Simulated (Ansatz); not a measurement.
**AgCl (Chlorargyrite) under changes of volume**

One of the cells (20.458 Å³/atom); the others are scaled copies at fixed shape and fractional positions:

```
CELL_PARAMETERS angstrom
0.00000 2.73500 2.73500
2.73500 0.00000 2.73500
2.73500 2.73500 0.00000
ATOMIC_POSITIONS crystal
Ag 0.00000 0.00000 0.00000
Cl 0.50000 0.50000 0.50000
```

* Program: Ansatz 0.2.0
* Functional: r2SCAN
* Potentials or basis: Ansatz PAW
* Cutoff: 500 eV (not typed: the program's choice for these potentials)
* k mesh: 8 × 8 × 8
* Occupations: fermi-dirac, width 0.05 eV
* Spin: no spin polarisation

```csv
volume (Å³/atom),energy over the lowest point (meV/atom),pressure (GPa),gap on the mesh (eV)
19.231,39.53,6.8,1.50
19.640,24.43,5.1,1.49
20.049,?,?,?
20.458,5.85,2.3,1.48
20.868,1.52,1.1,1.48
21.277,0.00,0.1,1.48
21.686,0.98,-0.8,1.48
```

Problem. What does the run at 20.049 Å³/atom give?

Solution. Energy over the lowest point 13.36 meV/atom; pressure 3.6 GPa; gap on the mesh 1.48 eV.

Worked out: A Birch-Murnaghan fit of order 3 (a polynomial in V^(-2/3)) to the other rows has its minimum at 21.31 Å³/atom with B0 = V·E''(V) = 50 GPa and B' = 5.2. It gives 13.35 meV/atom at 20.049 Å³/atom, against the run's 13.36, and -dE/dV = 3.6 GPa, against 3.6. A straight line through the other rows of the gap, of slope -0.159 eV per unit of ln V, gives 1.49 eV, against the run's 1.48.

Energies are extrapolated to zero smearing.

Caveats: the PAW data sets come from PBE, with cores solved anew for the run's functional, which leaves a small shift of forces and pressure.

A mesh can miss the band edges. Spin-orbit coupling on Ag is left out.
